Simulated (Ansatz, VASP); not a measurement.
**One calculation of W, two programs**

Contents of INCAR:

```
  PREC = Accurate
  ENCUT = 600
  EDIFF = 1E-6
  ISMEAR = -1
  SIGMA = 0.05
  LREAL = F
  LASPH = T
  NELM = 80
  ALGO = Normal
  ISIF = 3
  LWAVE = F
  LCHARG = F
  GGA = B5
  ALDAX = 1.0
  AGGAX = 1.0
  AGGAC = 1.0
  ALDAC = 0.0
  IBRION = 2
  NSW = 40
  EDIFFG = -0.005
```

KPOINTS

```
regular mesh
0
Gamma
  12 12 12
```

Contents of POSCAR:

```
W
1.0
   -1.5823450000      1.5823450000      1.5823450000
    1.5823450000     -1.5823450000      1.5823450000
    1.5823450000      1.5823450000     -1.5823450000
W
1
Direct
    0.0000000000      0.0000000000      0.0000000000
```

File input.yaml:

```yaml
crystal:
  lattice:
    - [-1.582345, 1.582345, 1.582345]
    - [1.582345, -1.582345, 1.582345]
    - [1.582345, 1.582345, -1.582345]
  atoms:
    - { symbol: W, position: [0.0, 0.0, 0.0] }
hamiltonian:
  xc: blyp
  pseudopotentials: { kind: paw }
kpoints:
  mp_grid: { grid: [12, 12, 12] }
scf:
  occupations: { method: fermi_dirac, width: 0.05 }
output:
  forces: true
  stress: true
  eigenvalues: true
relax:
  f_tol: 0.01
  max_steps: 40
  cell: { stress_tol: 0.05 }
```

Alike in both runs: task relaxation of cell and atoms; functional BLYP; k mesh 12 × 12 × 12; occupations fermi-dirac, width 0.05 eV; no spin polarisation.

|  | VASP | Ansatz |
| --- | --- | --- |
| version | VASP 6.6.1 | Ansatz 0.2.0 |
| potentials or method | VASP PAW PBE potentials, release 64 (W_sv) | Ansatz PAW |
| plane-wave cutoff (eV) | 600 | 420 |
| valence electrons in the cell | 14 | 14 |

|  | VASP | Ansatz | Ansatz less VASP |
| --- | --- | --- | --- |
| gap on the k mesh at the Fermi level, each at its own relaxed structure (eV) | none | none | - |
| relaxed volume (Å³/atom) | 16.77 | 16.68 | -0.092 |
| relaxed cell length with the largest relative difference (Å) | 2.793 | 2.788 | -0.0051 |
| energy change over the relaxation (meV/atom) | -48 | -39 | +9.3 |

A gap of «none» marks a metal or a gap that the smearing closes.

Caveats: the PAW data sets were made with another functional, which shifts forces and pressure a little (VASP); the plane-wave basis is chosen anew once the cell has moved, so the energies of steps on either side of that aren't comparable (Ansatz); the PAW data sets come from PBE, with cores solved anew for the run's functional, which leaves a small shift of forces and pressure (Ansatz). Zero-point motion and thermal expansion aren't in these numbers. BLYP gives volumes clearly too large for solids.
